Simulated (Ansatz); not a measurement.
ZnS:

```
Zn S
1.0
     0.00000    2.70200    2.70200
     2.70200    0.00000    2.70200
     2.70200    2.70200    0.00000
Zn S
1 1
Direct
  0.75000 0.75000 0.75000
  0.00000 0.00000 0.00000
```

Base run:

| Item | Value |
| --- | --- |
| Program | Ansatz 0.2.0 |
| Functional | PBEsol |
| Potentials or basis | all-electron PAW datasets made for the crystal |
| Cutoff | 310 eV |
| Density cutoff | 1240 eV |
| k mesh | 9 × 9 × 9 |
| Occupations | fixed |
| Spin | no spin polarisation |

Its results: band gap on the k mesh 1.98 eV, direct; electronic dielectric tensor (diagonal) 6.08.

Question: The run is repeated on the same cell with these changes: functional from PBEsol to PBE. What comes out?

Answer: Band gap on the k mesh 2.11 eV, direct; electronic dielectric tensor (diagonal) 5.91.

Caveats: the program warned that the printed levels may be off, so bands, gaps and densities of states are rough; an odd mesh through Γ misses points on the zone boundary, where band edges often lie.

Not every run made on this cell is shown here.
